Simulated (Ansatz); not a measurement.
Band table of C

```xyz
2
Lattice="1.2280 0.7090 3.3470 -1.2280 0.7090 3.3470 0.0000 -1.4180 3.3470" Properties=species:S:1:pos:R:3 pbc="T T T"
C     0.0000    0.0000    1.6467
C     0.0000    0.0000    8.3943
```

Atoms are numbered in the order listed.

The cell is COD entry 1200018, as deposited and not checked against the literature; nothing was relaxed. It is an old determination, and later ones may differ.

All numbers below come from DFT, PBEsol, all-electron LAPW, scalar-relativistic (Ansatz 0.2.0).

Sampling and basis: a Γ-centred 17×17×17 k mesh, Fermi–Dirac smearing of 0.03 eV, basis error target 0.5 meV/atom, no spin polarisation.

Path points, in fractions of the reciprocal vectors: Γ (0.000, 0.000, 0.000), T (0.500, 0.500, 0.500), H2 (0.803, 0.197, 0.500), H0 (0.500, -0.197, 0.197), L (0.500, 0.000, 0.000), S0 (0.348, -0.348, 0.000), S2 (0.652, 0.000, 0.348), F (0.500, 0.000, 0.500). Levels in eV from the valence-band top; bands 3 to 8, counted from the lowest band of the run. The gap is 0.08 eV, direct, on the line H0 (0.5, -0.197, 0.197)–L (0.5, 0, 0) (so small a gap may close at points that the mesh and path miss).

```
# k(1/Å) point b3 b4 b5 b6 b7 b8
0.000 Γ -19.69 -6.60 -2.93 -2.93 3.97 8.42
0.067 - -19.69 -6.64 -2.93 -2.93 4.03 8.42
0.134 - -19.68 -6.73 -2.94 -2.94 4.22 8.42
0.201 - -19.66 -6.88 -2.94 -2.94 4.53 8.41
0.268 - -19.64 -7.06 -2.94 -2.94 4.94 8.41
0.335 - -19.61 -7.28 -2.94 -2.94 5.45 8.41
0.402 - -19.58 -7.50 -2.94 -2.94 6.02 8.40
0.469 - -19.54 -7.73 -2.94 -2.94 6.65 8.40
0.536 - -19.51 -7.95 -2.95 -2.95 7.32 8.39
0.603 - -19.47 -8.15 -2.95 -2.95 8.00 8.39
0.670 - -19.44 -8.32 -2.95 -2.95 8.39 8.39
0.737 - -19.41 -8.46 -2.95 -2.95 8.38 8.38
0.805 - -19.40 -8.57 -2.95 -2.95 8.38 8.38
0.872 - -19.38 -8.63 -2.95 -2.95 8.38 8.38
0.939 T -19.38 -8.65 -2.95 -2.95 8.38 8.38
1.050 - -19.35 -8.61 -3.09 -3.03 8.40 8.52
1.160 - -19.25 -8.49 -3.48 -3.25 8.46 8.92
1.271 - -19.08 -8.28 -4.06 -3.60 8.56 9.48
1.382 - -18.85 -7.99 -4.77 -4.07 8.73 9.98
1.493 - -18.55 -7.63 -5.55 -4.63 8.97 9.18
1.604 - -18.19 -7.19 -6.35 -5.26 8.30 9.28
1.715 - -17.76 -7.17 -6.66 -5.93 7.37 9.67
1.826 - -17.28 -7.96 -6.62 -6.07 6.42 10.12
1.937 - -16.73 -8.73 -7.32 -5.41 5.47 10.63
2.048 - -16.13 -9.46 -8.01 -4.69 4.55 11.18
2.158 - -15.47 -10.15 -8.67 -3.92 3.66 11.36
2.269 - -14.77 -10.79 -9.29 -3.12 2.81 11.04
2.380 - -14.03 -11.38 -9.85 -2.29 2.03 10.69
2.491 H2 -13.30 -11.92 -10.32 -1.46 1.30 10.39
2.540 - -13.19 -12.00 -10.38 -1.34 1.19 10.36
2.588 - -13.09 -12.07 -10.42 -1.21 1.08 10.35
2.637 - -13.00 -12.15 -10.46 -1.09 0.96 10.36
2.685 - -12.91 -12.22 -10.49 -0.97 0.86 10.37
2.734 - -12.84 -12.28 -10.52 -0.88 0.76 10.39
2.782 - -12.78 -12.33 -10.53 -0.81 0.70 10.41
2.831 - -12.76 -12.35 -10.53 -0.79 0.68 10.42
2.879 - -12.78 -12.33 -10.53 -0.81 0.70 10.41
2.928 - -12.84 -12.28 -10.52 -0.88 0.76 10.39
2.976 - -12.91 -12.22 -10.49 -0.97 0.86 10.37
3.025 - -13.00 -12.15 -10.46 -1.09 0.96 10.36
3.074 - -13.09 -12.07 -10.42 -1.21 1.08 10.35
3.122 - -13.19 -12.00 -10.38 -1.34 1.19 10.36
3.171 H0 -13.30 -11.92 -10.32 -1.46 1.30 10.39
3.243 - -12.86 -12.24 -10.54 -0.95 0.86 10.26
3.314 - -12.54 -12.51 -10.63 -0.46 0.46 10.18
3.386 - -12.81 -12.33 -10.52 0.00 0.08 10.18
3.458 - -13.06 -12.34 -10.20 -0.27 0.41 10.25
3.530 - -13.29 -12.44 -9.75 -0.58 0.76 10.41
3.602 - -13.50 -12.59 -9.25 -0.87 1.06 10.64
3.674 - -13.68 -12.74 -8.72 -1.12 1.30 10.91
3.745 - -13.83 -12.88 -8.20 -1.34 1.49 10.40
3.817 - -13.96 -13.01 -7.71 -1.52 1.62 9.65
3.889 - -14.07 -13.12 -7.26 -1.67 1.72 9.00
3.961 - -14.16 -13.20 -6.88 -1.79 1.79 8.45
4.033 - -14.22 -13.26 -6.59 -1.88 1.83 8.04
4.105 - -14.25 -13.30 -6.41 -1.93 1.85 7.79
4.176 L -14.27 -13.31 -6.35 -1.94 1.86 7.70
4.284 - -14.70 -12.83 -6.32 -2.11 2.07 7.71
4.392 - -15.37 -12.03 -6.23 -2.53 2.63 7.76
4.500 - -16.03 -11.15 -6.08 -3.05 3.38 7.82
4.608 - -16.65 -10.23 -5.87 -3.60 4.22 7.89
4.716 - -17.22 -9.28 -5.61 -4.14 5.08 7.74
4.824 - -17.73 -8.32 -5.31 -4.63 5.77 7.33
4.931 - -18.18 -7.36 -5.08 -4.97 5.83 7.57
5.039 - -18.58 -6.43 -5.47 -4.59 5.45 8.18
5.147 - -18.92 -5.84 -5.50 -4.21 5.02 8.43
5.255 - -19.20 -6.11 -4.69 -3.83 4.65 8.50
5.363 - -19.41 -6.32 -3.98 -3.48 4.35 8.51
5.471 - -19.57 -6.48 -3.42 -3.19 4.14 8.48
5.578 - -19.66 -6.57 -3.06 -3.00 4.01 8.44
5.686 Γ -19.69 -6.60 -2.93 -2.93 3.97 8.42
5.814 - -19.65 -6.55 -3.11 -3.03 4.02 8.45
5.941 - -19.51 -6.40 -3.61 -3.32 4.18 8.54
6.068 - -19.29 -6.15 -4.33 -3.78 4.44 8.70
6.195 - -18.98 -5.81 -5.17 -4.37 4.80 8.85
6.323 - -18.58 -6.11 -5.34 -5.06 5.25 8.19
6.450 - -18.10 -7.03 -5.82 -4.81 5.70 7.25
6.577 - -17.53 -7.93 -6.61 -4.20 5.54 6.97
6.705 - -16.88 -8.80 -7.40 -3.51 4.59 7.59
6.832 - -16.16 -9.62 -8.18 -2.77 3.55 8.43
6.959 - -15.37 -10.38 -8.91 -2.00 2.53 9.38
7.086 - -14.52 -11.08 -9.59 -1.22 1.57 10.39
7.214 - -13.65 -11.71 -10.17 -0.48 0.70 10.73
7.341 - -12.83 -12.27 -10.57 -0.09 0.16 10.43
7.468 S0 -12.76 -12.35 -10.53 -0.79 0.68 10.42
7.514 - -12.73 -12.36 -10.56 -0.75 0.65 10.40
7.560 - -12.71 -12.38 -10.57 -0.71 0.63 10.36
7.605 - -12.68 -12.39 -10.59 -0.69 0.62 10.32
7.651 - -12.66 -12.40 -10.60 -0.67 0.62 10.28
7.697 - -12.65 -12.41 -10.61 -0.66 0.62 10.24
7.742 - -12.64 -12.42 -10.62 -0.65 0.62 10.21
7.788 - -12.63 -12.42 -10.62 -0.65 0.62 10.20
7.834 - -12.64 -12.42 -10.62 -0.65 0.62 10.21
7.879 - -12.65 -12.41 -10.61 -0.66 0.62 10.24
7.925 - -12.66 -12.40 -10.60 -0.67 0.62 10.28
7.971 - -12.68 -12.39 -10.59 -0.69 0.62 10.32
8.017 - -12.71 -12.38 -10.57 -0.71 0.63 10.36
8.062 - -12.73 -12.36 -10.56 -0.75 0.65 10.40
8.108 S2 -12.76 -12.35 -10.53 -0.79 0.68 10.42
8.163 - -12.95 -12.32 -10.31 -1.06 0.85 10.50
8.219 - -13.13 -12.37 -9.99 -1.31 0.99 10.63
8.274 - -13.29 -12.46 -9.61 -1.54 1.10 10.80
8.330 - -13.44 -12.57 -9.21 -1.76 1.19 11.00
8.385 - -13.57 -12.68 -8.80 -1.95 1.25 10.48
8.441 - -13.69 -12.78 -8.39 -2.12 1.30 9.94
8.496 - -13.80 -12.88 -8.00 -2.28 1.33 9.41
8.551 - -13.89 -12.97 -7.62 -2.41 1.34 8.91
8.607 - -13.97 -13.04 -7.28 -2.52 1.35 8.45
8.662 - -14.03 -13.11 -6.99 -2.62 1.35 8.06
8.718 - -14.08 -13.16 -6.74 -2.69 1.35 7.73
8.773 - -14.12 -13.19 -6.56 -2.74 1.35 7.49
8.829 - -14.14 -13.22 -6.44 -2.77 1.35 7.34
8.884 F -14.15 -13.22 -6.40 -2.78 1.35 7.29
```
